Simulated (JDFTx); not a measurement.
# TiB2 (P6/mmm) in JDFTx: settings compared

The runs below take TiB2 through band structure, with LDA, PBEsol, r2SCAN.

All numbers are computed with JDFTx 1.7.0 (patched build); they aren't measurements. Logs are shortened: lines on timing, memory, paths and dates and some standing lists are left out, and cuts for length are marked. The log counts tension as positive stress, the text compression.

## Step 1: The crystal as given

The structure is hexagonal, space group P6/mmm (No. 191). Conventional cell: a = 3.029 Å, b = 3.029 Å, c = 3.228 Å, α = 90.00°, β = 90.00°, γ = 120.00°. Ti (site symmetry 6/mmm) is surrounded by 12 B at 2.38 Å. B (site symmetry -6m2) is surrounded by 3 B at 1.75 Å.

## Step 2: Band structure, LDA

File bands.in:

```
lattice \
    5.7243583767    -2.8621791884     0.0000000000 \
    0.0000000000     4.9574397745     0.0000000000 \
    0.0000000000     0.0000000000     6.1007918207
coords-type Cartesian
ion Ti     0.0000000000     0.0000000000     0.0000000000 1
ion B      2.8621791886     1.6524799247     3.0503959104 1
ion B     -0.0000000003     3.3049598498     3.0503959104 1

ion-species pseudo/Ti.upf
ion-species pseudo/B.upf
elec-cutoff 40 320
elec-ex-corr lda-PW
elec-smearing Fermi 0.0018374661
elec-n-bands 15
electronic-minimize nIterations 30 energyDiffThreshold 1e-06
davidson-band-ratio 1.3
forces-output-coords Cartesian
include path.kpoints
symmetries none
fix-electron-density run.$VAR

dump-name bands.$VAR
dump End Ecomponents EigStats BandEigs Kpoints Forces
```

File path.kpoints:

```
kpoint +0.0000000000 +0.0000000000 +0.0000000000 0.020000000000
kpoint +0.1000000000 +0.0000000000 +0.0000000000 0.020000000000
kpoint +0.2000000000 +0.0000000000 +0.0000000000 0.020000000000
kpoint +0.3000000000 +0.0000000000 +0.0000000000 0.020000000000
kpoint +0.4000000000 +0.0000000000 +0.0000000000 0.020000000000
kpoint +0.5000000000 +0.0000000000 +0.0000000000 0.020000000000
kpoint +0.4444444444 +0.1111111111 +0.0000000000 0.020000000000
kpoint +0.3888888889 +0.2222222222 +0.0000000000 0.020000000000
kpoint +0.3333333333 +0.3333333333 +0.0000000000 0.020000000000
kpoint +0.2857142857 +0.2857142857 +0.0000000000 0.020000000000
kpoint +0.2380952381 +0.2380952381 +0.0000000000 0.020000000000
kpoint +0.1904761905 +0.1904761905 +0.0000000000 0.020000000000
kpoint +0.1428571429 +0.1428571429 +0.0000000000 0.020000000000
kpoint +0.0952380952 +0.0952380952 +0.0000000000 0.020000000000
kpoint +0.0476190476 +0.0476190476 +0.0000000000 0.020000000000
kpoint +0.0000000000 +0.0000000000 +0.0000000000 0.020000000000
kpoint +0.0000000000 +0.0000000000 +0.1000000000 0.020000000000
kpoint +0.0000000000 +0.0000000000 +0.2000000000 0.020000000000
kpoint +0.0000000000 +0.0000000000 +0.3000000000 0.020000000000
kpoint +0.0000000000 +0.0000000000 +0.4000000000 0.020000000000
kpoint +0.0000000000 +0.0000000000 +0.5000000000 0.020000000000
kpoint +0.0833333333 +0.0000000000 +0.5000000000 0.020000000000
kpoint +0.1666666667 +0.0000000000 +0.5000000000 0.020000000000
kpoint +0.2500000000 +0.0000000000 +0.5000000000 0.020000000000
kpoint +0.3333333333 +0.0000000000 +0.5000000000 0.020000000000
kpoint +0.4166666667 +0.0000000000 +0.5000000000 0.020000000000
kpoint +0.5000000000 +0.0000000000 +0.5000000000 0.020000000000
kpoint +0.4444444444 +0.1111111111 +0.5000000000 0.020000000000
kpoint +0.3888888889 +0.2222222222 +0.5000000000 0.020000000000
kpoint +0.3333333333 +0.3333333333 +0.5000000000 0.020000000000
kpoint +0.2916666667 +0.2916666667 +0.5000000000 0.020000000000
kpoint +0.2500000000 +0.2500000000 +0.5000000000 0.020000000000
kpoint +0.2083333333 +0.2083333333 +0.5000000000 0.020000000000
kpoint +0.1666666667 +0.1666666667 +0.5000000000 0.020000000000
kpoint +0.1250000000 +0.1250000000 +0.5000000000 0.020000000000
kpoint +0.0833333333 +0.0833333333 +0.5000000000 0.020000000000
kpoint +0.0416666667 +0.0416666667 +0.5000000000 0.020000000000
kpoint +0.0000000000 +0.0000000000 +0.5000000000 0.020000000000
kpoint +0.5000000000 +0.0000000000 +0.5000000000 0.020000000000
kpoint +0.5000000000 +0.0000000000 +0.4000000000 0.020000000000
kpoint +0.5000000000 +0.0000000000 +0.3000000000 0.020000000000
kpoint +0.5000000000 +0.0000000000 +0.2000000000 0.020000000000
kpoint +0.5000000000 +0.0000000000 +0.1000000000 0.020000000000
kpoint +0.5000000000 +0.0000000000 +0.0000000000 0.020000000000
kpoint +0.3333333333 +0.3333333333 +0.0000000000 0.020000000000
kpoint +0.3333333333 +0.3333333333 +0.1000000000 0.020000000000
kpoint +0.3333333333 +0.3333333333 +0.2000000000 0.020000000000
kpoint +0.3333333333 +0.3333333333 +0.3000000000 0.020000000000
kpoint +0.3333333333 +0.3333333333 +0.4000000000 0.020000000000
kpoint +0.3333333333 +0.3333333333 +0.5000000000 0.020000000000
```

Potentials or basis: SG15-PBE-1.2 with smoothed tails.

On the command line:

```
jdftx -c 1 -i bands.in -o bands.out
```

The program printed:

```text
*************** JDFTx 1.7.0 (patched build) ***************

Input parsed successfully to the following command list (including defaults):
[... the input with its defaults ...]

---------- Initializing the Grid ----------
R =
[      5.72436     -2.86218            0  ]
[            0      4.95744            0  ]
[            0            0      6.10079  ]
unit cell volume = 173.129
G =
[    1.09762   0.633713         -0  ]
[          0    1.26743          0  ]
[          0         -0     1.0299  ]
Minimum fftbox size, Smin = [  48  48  52  ]
Chosen fftbox size, S = [  48  48  54  ]

---------- Initializing tighter grid for wavefunction operations ----------
R =
[      5.72436     -2.86218            0  ]
[            0      4.95744            0  ]
[            0            0      6.10079  ]
unit cell volume = 173.129
G =
[    1.09762   0.633713         -0  ]
[          0    1.26743          0  ]
[          0         -0     1.0299  ]
Minimum fftbox size, Smin = [  36  36  36  ]
Chosen fftbox size, S = [  36  36  36  ]

---------- Exchange Correlation functional ----------
Initalized Slater LDA exchange.
Initalized Perdew-Wang LDA correlation.

---------- Setting up pseudopotentials ----------
Width of ionic core gaussian charges (only for fluid interactions / plotting) set to 0

Reading pseudopotential file 'pseudo/Ti.upf':
  'Ti' pseudopotential, 'PBE' functional
  WARNING: this pseudopotential is for another kind of functional than that of the calculation, 'lda-PW'.
  Generated using ONCVPSP code by D. R. Hamann
  12 valence electrons, 0 orbitals, 6 projectors, 602 radial grid points, with lMax = 2
  Core radius for overlap checks: 2.07 bohrs.

Reading pseudopotential file 'pseudo/B.upf':
  'B' pseudopotential, 'PBE' functional
  WARNING: this pseudopotential is for another kind of functional than that of the calculation, 'lda-PW'.
  Generated using ONCVPSP code by D. R. Hamann
  3 valence electrons, 0 orbitals, 4 projectors, 602 radial grid points, with lMax = 1
  Core radius for overlap checks: 1.60 bohrs.

Initialized 2 species with 3 total atoms.

Folded 50 k-points by 1x1x1 to 50 k-points.

---------- Setting up k-points, bands, fillings ----------
No reducable k-points.
Computing the number of bands and number of electrons
Calculating initial fillings.
nElectrons:  18.000000   nBands: 15   nStates: 50

----- Setting up reduced wavefunction bases (one per k-point) -----
average nbasis = 2092.800 , ideal nbasis = 2091.965

---------- Setting up ewald sum ----------
Optimum gaussian width for ewald sums = 1.851456 bohr.
Real space sum over 1089 unit cells with max indices [  5  5  4  ]
Reciprocal space sum over 2197 terms with max indices [  6  6  6  ]

---------- Allocating electronic variables ----------
Reading n from file 'run.n' ... done
Initializing wave functions:  (No orbitals for LCAO)  bandwidth-limited random numbers

----------- Band structure minimization -------------
Minimization will be done independently for each quantum number.

---- Minimization of quantum number:     0  [ +0.0000000 +0.0000000 +0.0000000 ]  0.040000000 ----
BandDavidson: Iter:   0  Eband: +0.407900143244521
BandDavidson: Iter:   1  Eband: +0.195260810660775  dEband: -2.126393e-01
BandDavidson: Iter:   2  Eband: +0.138357961689026  dEband: -5.690285e-02
BandDavidson: Iter:   3  Eband: +0.120488246687280  dEband: -1.786972e-02
[... 908 lines of inner loops ...]
BandDavidson: Iter:  11  Eband: +0.102098805390308  dEband: -2.342808e-06
BandDavidson: Iter:  12  Eband: +0.102097943319504  dEband: -8.620708e-07
BandDavidson: Converged (dEband<1.000000e-06)
	FillingsUpdate:  mu: +0.558385170  nElectrons: 18.000000
WARNING: these k-points are no uniform mesh, so that mu and the fillings of partly filled bands are only those of these points: take mu from the calculation that made the density or potential.

Dumping 'bands.eigStats' ...
	eMin: -1.531109 at state 15 ( [ +0.000000 +0.000000 +0.000000 ] spin 0 )
	HOMO: +0.555210 at state 19 ( [ +0.000000 +0.000000 +0.400000 ] spin 0 )
	mu  : +0.558385
	LUMO: +0.560003 at state 10 ( [ +0.238095 +0.238095 +0.000000 ] spin 0 )
	eMax: +0.942837 at state 45 ( [ +0.333333 +0.333333 +0.100000 ] spin 0 )
	HOMO-LUMO gap: +0.004793
	Optical gap  : +0.009110 at state 10 ( [ +0.238095 +0.238095 +0.000000 ] spin 0 )
Done!
[note: mu, HOMO and LUMO in a band run belong to the points of the path alone and aren't those of the crystal]
```

Run time: 14 s. Hardware: 1 thread of Intel Xeon 6975P-C (Granite Rapids), shared host; peak memory 0.09 GiB.

Results:

| Item | Value |
| --- | --- |
| Band gap along the path | none (metal or under the smearing width) |

Levels at the corners of the path, in eV from the Fermi level:
| point | band 7 | band 8 | band 9 | band 10 | band 11 | band 12 |
| --- | --- | --- | --- | --- | --- | --- |
| Γ | -2.50 | -2.19 | -2.06 | 2.05 | 2.05 | 3.86 |
| M | -3.14 | -3.14 | -2.19 | 1.49 | 2.97 | 3.42 |
| K | -7.28 | -1.77 | -1.77 | 1.53 | 1.53 | 2.13 |
| Γ | -2.50 | -2.19 | -2.06 | 2.05 | 2.05 | 3.86 |
| A | -0.42 | -0.42 | -0.07 | -0.07 | 0.58 | 0.58 |
| L | -4.55 | -3.75 | -3.00 | 2.64 | 3.16 | 4.72 |
| H | -5.61 | -3.04 | -3.04 | 2.67 | 4.48 | 4.48 |
| A | -0.42 | -0.42 | -0.07 | -0.07 | 0.58 | 0.58 |
| L | -4.55 | -3.75 | -3.00 | 2.64 | 3.16 | 4.72 |
| M | -3.14 | -3.14 | -2.19 | 1.49 | 2.97 | 3.42 |
| K | -7.28 | -1.77 | -1.77 | 1.53 | 1.53 | 2.13 |
| H | -5.61 | -3.04 | -3.04 | 2.67 | 4.48 | 4.48 |

Caveat: the k mesh is coarse (spacing up to 0.40 Å⁻¹), so the values aren't converged.

## Step 3: Band structure, PBEsol

Changes to bands.in since step 2:

```diff
@@ -12,3 +12,3 @@
 elec-cutoff 40 320
-elec-ex-corr lda-PW
+elec-ex-corr gga-PBEsol
 elec-smearing Fermi 0.0018374661
```

path.kpoints is that of step 2.

Potentials or basis: SG15-PBE-1.2 with smoothed tails.

On the command line:

```
jdftx -c 1 -i bands.in -o bands.out
```

The program printed:

```text
*************** JDFTx 1.7.0 (patched build) ***************

Input parsed successfully to the following command list (including defaults):
[... the input with its defaults ...]

---------- Initializing the Grid ----------
R =
[      5.72436     -2.86218            0  ]
[            0      4.95744            0  ]
[            0            0      6.10079  ]
unit cell volume = 173.129
G =
[    1.09762   0.633713         -0  ]
[          0    1.26743          0  ]
[          0         -0     1.0299  ]
Minimum fftbox size, Smin = [  48  48  52  ]
Chosen fftbox size, S = [  48  48  54  ]

---------- Initializing tighter grid for wavefunction operations ----------
R =
[      5.72436     -2.86218            0  ]
[            0      4.95744            0  ]
[            0            0      6.10079  ]
unit cell volume = 173.129
G =
[    1.09762   0.633713         -0  ]
[          0    1.26743          0  ]
[          0         -0     1.0299  ]
Minimum fftbox size, Smin = [  36  36  36  ]
Chosen fftbox size, S = [  36  36  36  ]

---------- Exchange Correlation functional ----------
Initalized PBEsol GGA exchange.
Initalized PBEsol GGA correlation.

---------- Setting up pseudopotentials ----------
Width of ionic core gaussian charges (only for fluid interactions / plotting) set to 0

Reading pseudopotential file 'pseudo/Ti.upf':
  'Ti' pseudopotential, 'PBE' functional
  Generated using ONCVPSP code by D. R. Hamann
  12 valence electrons, 0 orbitals, 6 projectors, 602 radial grid points, with lMax = 2
  Core radius for overlap checks: 2.07 bohrs.

Reading pseudopotential file 'pseudo/B.upf':
  'B' pseudopotential, 'PBE' functional
  Generated using ONCVPSP code by D. R. Hamann
  3 valence electrons, 0 orbitals, 4 projectors, 602 radial grid points, with lMax = 1
  Core radius for overlap checks: 1.60 bohrs.

Initialized 2 species with 3 total atoms.

Folded 50 k-points by 1x1x1 to 50 k-points.

---------- Setting up k-points, bands, fillings ----------
No reducable k-points.
Computing the number of bands and number of electrons
Calculating initial fillings.
nElectrons:  18.000000   nBands: 15   nStates: 50

----- Setting up reduced wavefunction bases (one per k-point) -----
average nbasis = 2092.800 , ideal nbasis = 2091.965

---------- Setting up ewald sum ----------
Optimum gaussian width for ewald sums = 1.851456 bohr.
Real space sum over 1089 unit cells with max indices [  5  5  4  ]
Reciprocal space sum over 2197 terms with max indices [  6  6  6  ]

---------- Allocating electronic variables ----------
Reading n from file 'run.n' ... done
Initializing wave functions:  (No orbitals for LCAO)  bandwidth-limited random numbers

----------- Band structure minimization -------------
Minimization will be done independently for each quantum number.

---- Minimization of quantum number:     0  [ +0.0000000 +0.0000000 +0.0000000 ]  0.040000000 ----
BandDavidson: Iter:   0  Eband: +0.410053766400123
BandDavidson: Iter:   1  Eband: +0.195816089866925  dEband: -2.142377e-01
BandDavidson: Iter:   2  Eband: +0.139326459996907  dEband: -5.648963e-02
BandDavidson: Iter:   3  Eband: +0.121437220565452  dEband: -1.788924e-02
[... 909 lines of inner loops ...]
BandDavidson: Iter:  11  Eband: +0.102928296695412  dEband: -2.338965e-06
BandDavidson: Iter:  12  Eband: +0.102927430911841  dEband: -8.657836e-07
BandDavidson: Converged (dEband<1.000000e-06)
	FillingsUpdate:  mu: +0.561146204  nElectrons: 18.000000
WARNING: these k-points are no uniform mesh, so that mu and the fillings of partly filled bands are only those of these points: take mu from the calculation that made the density or potential.

Dumping 'bands.eigStats' ...
	eMin: -1.530968 at state 15 ( [ +0.000000 +0.000000 +0.000000 ] spin 0 )
	HOMO: +0.557967 at state 19 ( [ +0.000000 +0.000000 +0.400000 ] spin 0 )
	mu  : +0.561146
	LUMO: +0.562757 at state 10 ( [ +0.238095 +0.238095 +0.000000 ] spin 0 )
	eMax: +0.943091 at state 45 ( [ +0.333333 +0.333333 +0.100000 ] spin 0 )
	HOMO-LUMO gap: +0.004791
	Optical gap  : +0.009194 at state 10 ( [ +0.238095 +0.238095 +0.000000 ] spin 0 )
Done!
[note: mu, HOMO and LUMO in a band run belong to the points of the path alone and aren't those of the crystal]
```

It took 14 s on 1 thread of Intel Xeon 6975P-C (Granite Rapids), shared host; peak memory 0.09 GiB.

What came out:

| Property | Result |
| --- | --- |
| Band gap along the path | none (metal or under the smearing width) |

Levels at the corners of the path, in eV from the Fermi level:
| point | band 5 | band 6 | band 7 | band 8 | band 9 | band 10 | band 11 | band 12 | band 13 |
| --- | --- | --- | --- | --- | --- | --- | --- | --- | --- |
| Γ | -13.41 | -2.50 | -2.50 | -2.23 | -2.05 | 2.05 | 2.05 | 3.83 | 3.83 |
| M | -9.29 | -9.10 | -3.17 | -3.14 | -2.18 | 1.48 | 2.95 | 3.40 | 3.46 |
| K | -8.19 | -8.19 | -7.30 | -1.77 | -1.77 | 1.52 | 1.52 | 2.12 | 7.09 |
| Γ | -13.41 | -2.50 | -2.50 | -2.23 | -2.05 | 2.05 | 2.05 | 3.83 | 3.83 |
| A | -11.45 | -7.56 | -0.44 | -0.44 | -0.07 | -0.07 | 0.59 | 0.59 | 1.76 |
| L | -9.63 | -7.44 | -4.56 | -3.74 | -3.05 | 2.63 | 3.13 | 4.67 | 4.76 |
| H | -8.45 | -8.45 | -5.65 | -3.07 | -3.07 | 2.66 | 4.44 | 4.44 | 4.70 |
| A | -11.45 | -7.56 | -0.44 | -0.44 | -0.07 | -0.07 | 0.59 | 0.59 | 1.76 |
| L | -9.63 | -7.44 | -4.56 | -3.74 | -3.05 | 2.63 | 3.13 | 4.67 | 4.76 |
| M | -9.29 | -9.10 | -3.17 | -3.14 | -2.18 | 1.48 | 2.95 | 3.40 | 3.46 |
| K | -8.19 | -8.19 | -7.30 | -1.77 | -1.77 | 1.52 | 1.52 | 2.12 | 7.09 |
| H | -8.45 | -8.45 | -5.65 | -3.07 | -3.07 | 2.66 | 4.44 | 4.44 | 4.70 |

Caveat: the k mesh is coarse (spacing up to 0.40 Å⁻¹), so the values aren't converged.

## Step 4: Band structure, r2SCAN

Changes to bands.in since step 3:

```diff
@@ -12,3 +12,3 @@
 elec-cutoff 40 320
-elec-ex-corr gga-PBEsol
+elec-ex-corr mgga-x-r2scan mgga-c-r2scan
 elec-smearing Fermi 0.0018374661
```

path.kpoints is that of step 3.

On the command line:

```
jdftx -c 1 -i bands.in -o bands.out
```

It took 35 s on 1 thread of Intel Xeon 6975P-C (Granite Rapids), shared host; peak memory 0.09 GiB.

Results (log left out):

```
Band gap along the path : none (metal or under the smearing width)
```

Levels at the corners of the path, in eV from the Fermi level:
```tsv
point	band 5	band 6	band 7	band 8	band 9	band 10	band 11	band 12	band 13
Γ	-14.54	-2.68	-2.68	-2.56	-2.11	2.17	2.17	4.01	4.01
M	-10.06	-10.02	-3.50	-3.36	-2.28	1.58	3.08	3.54	3.55
K	-9.04	-9.04	-7.75	-1.90	-1.90	1.57	1.57	2.26	7.39
Γ	-14.54	-2.68	-2.68	-2.56	-2.11	2.17	2.17	4.01	4.01
A	-12.56	-8.15	-0.56	-0.56	-0.07	-0.07	0.63	0.63	1.89
L	-10.52	-8.15	-4.88	-4.02	-3.49	2.78	3.27	4.81	4.97
H	-9.23	-9.23	-6.11	-3.41	-3.41	2.81	4.56	4.56	4.86
A	-12.56	-8.15	-0.56	-0.56	-0.07	-0.07	0.63	0.63	1.89
L	-10.52	-8.15	-4.88	-4.02	-3.49	2.78	3.27	4.81	4.97
M	-10.06	-10.02	-3.50	-3.36	-2.28	1.58	3.08	3.54	3.55
K	-9.04	-9.04	-7.75	-1.90	-1.90	1.57	1.57	2.26	7.39
H	-9.23	-9.23	-6.11	-3.41	-3.41	2.81	4.56	4.56	4.86
```

Caveat: the k mesh is coarse (spacing up to 0.40 Å⁻¹), so the values aren't converged.
